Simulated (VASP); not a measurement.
## VASP 6.6.1 run: SrO

INCAR

```
ISMEAR = -1
LCHARG = .FALSE.
SIGMA = 0.02
NELM = 77
ENCUT = 520
LASPH = .TRUE.
NSW = 0
IBRION = -1
PREC = Accurate
ISYM = 3
NBANDS = 15
LREAL = .FALSE.
EDIFF = 1E-7
GGA = PE
ISIF = 2
LWAVE = .FALSE.
```

KPOINTS

```
KPOINTS created by Atomic Simulation Environment
0
Gamma
8 8 8
0 0 0
```

POSCAR

```
Sr O
 1.0000000000000000
    -0.0869525121000000    2.5703365835000000    2.5703365835000000
     2.5703365835000000   -0.0869525121000000    2.5703365835000000
     2.5703365835000000    2.5703365835000000   -0.0869525121000000
 Sr  O
   1   1
Cartesian
  0.0000000000000000  0.0000000000000000  0.0000000000000000
  2.5268603274500001  2.5268603274500001  2.5268603274500001
```

The recommended PBE PAW datasets give the neutral cell 16 valence electrons.

Command

```
mpirun -np 1 vasp_std
```

OSZICAR

```
N       E                     dE             d eps       ncg     rms          rms(c)
DAV:   1     0.677306901245E+02    0.67731E+02   -0.84023E+03  1950   0.104E+03
DAV:   2    -0.109921556019E+02   -0.78723E+02   -0.71702E+02  2748   0.216E+02
DAV:   3    -0.141777765735E+02   -0.31856E+01   -0.31693E+01  2620   0.392E+01
DAV:   4    -0.142327714675E+02   -0.54995E-01   -0.54986E-01  2443   0.501E+00
DAV:   5    -0.142341082021E+02   -0.13367E-02   -0.13367E-02  2574   0.607E-01
```

Standard output (part)

```
POSCAR found type information on POSCAR SrO
 POSCAR found :  2 types and       2 ions
 LDA part: xc-table for (Slater+PW92), standard interpolation
 POSCAR, INCAR and KPOINTS ok, starting setup
 WAVECAR not read
 entering main loop
|                     _     ____    _    _    _____     _                     |
|                    | |   | |_) | | |  | | | |  __    | |                    |
|                    |_|   |  _ <  | |  | | | | |_ |   |_|                    |
|                     _    | |_) | | |__| | | |__| |    _                     |
|     internal error in CHECK_FULL_KPOINTS: KPOINTS_FULL not properly         |
|     initialised                                                             |
|     If you are not a developer, you should not encounter this problem.      |
|     Please submit a bug report.                                             |
```

VASP stopped with an error.

The run took about 10 s on one core of a shared host (Intel Xeon Platinum 8488C) and held 0.15 GiB at most.
